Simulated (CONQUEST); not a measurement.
The system is SnTe.

```xyz
4
Lattice="4.4560 0.0000 0.0000 0.0000 4.4560 0.0000 0.0000 0.0000 6.3017" Properties=species:S:1:pos:R:3 pbc="T T T"
Te    0.0000    0.0000    3.1509
Te    2.2280    2.2280    0.0000
Sn    0.0000    0.0000    0.0000
Sn    2.2280    2.2280    3.1509
```

- Program: CONQUEST 1.3
- Task: single point
- Functional: PBE
- Potentials or basis: PseudoDojo NC PBE, DZP, grid cutoff 120 Ha
- k mesh: 6 × 6 × 4
- Occupations: fermi-dirac, width 0.05 eV
- Spin: no spin polarisation

On this cell: pressure 2.6 GPa; largest force zero by symmetry; band gap on the k mesh none (metal or under the smearing width).

The same run follows on a disturbed copy (atoms moved at random, drawn with an rms of 0.05 Å):

```
CELL_PARAMETERS angstrom
4.45597 0.00000 0.00000
0.00000 4.45597 0.00000
0.00000 0.00000 6.30170
ATOMIC_POSITIONS crystal
Te 0.00817 0.00814 0.50228
Te 0.50818 0.50814 0.00228
Sn 0.49335 0.50671 0.49688
Sn 0.99335 0.00671 0.99688
```

Task: What does the disturbed cell give?

Result: The energy (extrapolated to zero smearing) moves by +0.1 meV/atom; pressure 2.6 GPa; largest force 0.036 eV/Å; band gap on the k mesh 0.06 eV.

Forces on the atoms (eV/Å):
```
Te  -0.016  0.004 -0.009
Te  -0.016  0.004 -0.009
Sn   0.026 -0.003  0.025
Sn   0.026 -0.003  0.025
```

The forces don't sum to zero, so they hold noise of the program's grid.

Caveats: the basis of atomic orbitals isn't converged, which shifts pressures, moduli and gaps; the real-space grid breaks the cell's symmetry a little (some runs); spin-orbit coupling is left out, which moves the levels of the heavy elements (some runs).

A k mesh can miss the band edges.
